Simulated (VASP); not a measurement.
**VASP 6.6.1 run: SnTe**

INCAR

```
LASPH = .TRUE.
GGA = PE
IBRION = -1
ISPIN = 2
ISMEAR = -5
LWAVE = .FALSE.
EDIFF = 1E-7
PREC = Accurate
MAGMOM = -1 -1
LCHARG = .FALSE.
ENCUT = 520
NSW = 0
ISIF = 2
NBANDS = 17
NELM = 97
LREAL = .FALSE.
SIGMA = 0.005
```

KPOINTS

```
KPOINTS created by Atomic Simulation Environment
0
Gamma
6 6 6
0 0 0
```

POSCAR

```
Sn Te
 1.0000000000000000
     0.0000000000000000    3.5302242490000002    3.6903268782000000
     3.5302242490000002    0.0000000000000000    3.6903268782000000
     3.5302242490000002    3.5302242490000002    0.0000000000000000
 Sn  Te
   1   1
Cartesian
  0.0000000000000000  0.0000000000000000  0.0000000000000000
  1.7651121244999999  1.7651121244999999  1.8451634391000000
```

The recommended PBE PAW datasets give the neutral cell 20 valence electrons.

Command

```
mpirun -np 1 vasp_std
```

Task: How does this run end, and what does it give?

Result: It converged. Results: pressure 0.5 GPa; magnetic moment of the cell 0.00 μB.

OSZICAR

```
N       E                     dE             d eps       ncg     rms          rms(c)
DAV:   1     0.125148809123E+03    0.12515E+03   -0.92186E+03  2042   0.119E+03
DAV:   2     0.562633770261E+01   -0.11952E+03   -0.11700E+03  2163   0.298E+02
DAV:   3    -0.652717932955E+01   -0.12154E+02   -0.12085E+02  2572   0.915E+01
DAV:   4    -0.690075796465E+01   -0.37358E+00   -0.37336E+00  2384   0.167E+01
DAV:   5    -0.691651154182E+01   -0.15754E-01   -0.15753E-01  2974   0.327E+00    0.719E+00
DAV:   6    -0.704660833911E+01   -0.13010E+00   -0.46720E-01  2328   0.342E+00    0.361E+00
DAV:   7    -0.705735474050E+01   -0.10746E-01   -0.84576E-02  2102   0.199E+00    0.210E+00
DAV:   8    -0.705758657284E+01   -0.23183E-03   -0.92223E-03  2340   0.619E-01    0.989E-01
DAV:   9    -0.705902194800E+01   -0.14354E-02   -0.25429E-03  2093   0.354E-01    0.270E-01
DAV:  10    -0.705985498062E+01   -0.83303E-03   -0.74859E-04  2290   0.200E-01    0.673E-02
DAV:  11    -0.706014318339E+01   -0.28820E-03   -0.19595E-04  2128   0.959E-02    0.394E-02
DAV:  12    -0.706031801310E+01   -0.17483E-03   -0.12265E-04  2149   0.577E-02    0.211E-02
DAV:  13    -0.706036418336E+01   -0.46170E-04   -0.40036E-05  2227   0.328E-02    0.980E-03
DAV:  14    -0.706037205548E+01   -0.78721E-05   -0.10387E-05  2191   0.199E-02    0.391E-03
DAV:  15    -0.706037307693E+01   -0.10215E-05   -0.85521E-07  2301   0.677E-03    0.162E-03
DAV:  16    -0.706037364476E+01   -0.56782E-06   -0.53806E-07  2109   0.332E-03    0.989E-04
DAV:  17    -0.706037370029E+01   -0.55530E-07   -0.68249E-08  1927   0.181E-03
   1 F= -.70603737E+01 E0= -.70603737E+01  d E =0.000000E+00  mag=     0.0000
```

For comparison, a separate PBE run of the intended cell, on usual settings and not on those above, gives a gap of 0.07 eV on its mesh and a pressure of 0.5 GPa.
